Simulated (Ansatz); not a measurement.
Crystal: PtSe2 (Sudovikovite).

```
CELL_PARAMETERS angstrom
3.72400 0.00000 0.00000
-1.86200 3.22508 0.00000
0.00000 0.00000 5.06200
ATOMIC_POSITIONS crystal
Pt 0.00000 0.00000 0.00000
Se 0.66667 0.33333 0.75000
Se 0.33333 0.66667 0.25000
```

Base run:

| Property | Result |
| --- | --- |
| Program | Ansatz 0.2.0 |
| Functional | HSE06 form with a typed share of exact exchange |
| Potentials or basis | Ansatz PAW |
| Cutoff | 420 eV (not typed: the program's choice for these potentials) |
| k mesh | 5 × 5 × 3 |
| Occupations | fermi-dirac, width 0.05 eV |
| Spin | no spin polarisation |

Its results: band gap on the k mesh 0.38 eV, indirect (least direct gap 1.54 eV); pressure 0.9 GPa; largest force 0.129 eV/Å.

Task: After a change of settings the same cell gave: band gap on the k mesh none (metal or under the smearing width); pressure 4.5 GPa; largest force 0.248 eV/Å. Which change was it?
A. functional from HSE06 form with a typed share of exact exchange to HSE06; share of exact exchange from 0.35 to 0.25
B. share of exact exchange from 0.35 to 0.1
C. share of exact exchange from 0.35 to 0.15
D. share of exact exchange from 0.35 to 0

Result: C.

Caveats: some runs use coarse meshes; the PAW data sets come from PBE, with cores solved anew for the run's functional, which leaves a small shift of forces and pressure; the thresholds are loose for stress; odd divisions of the mesh miss points on the zone boundary, where band edges often lie, so the gap on the mesh can be too wide (some runs); spin-orbit coupling is left out, which moves the levels of the heavy elements (some runs).

Runs at the PBE level aren't shown here.
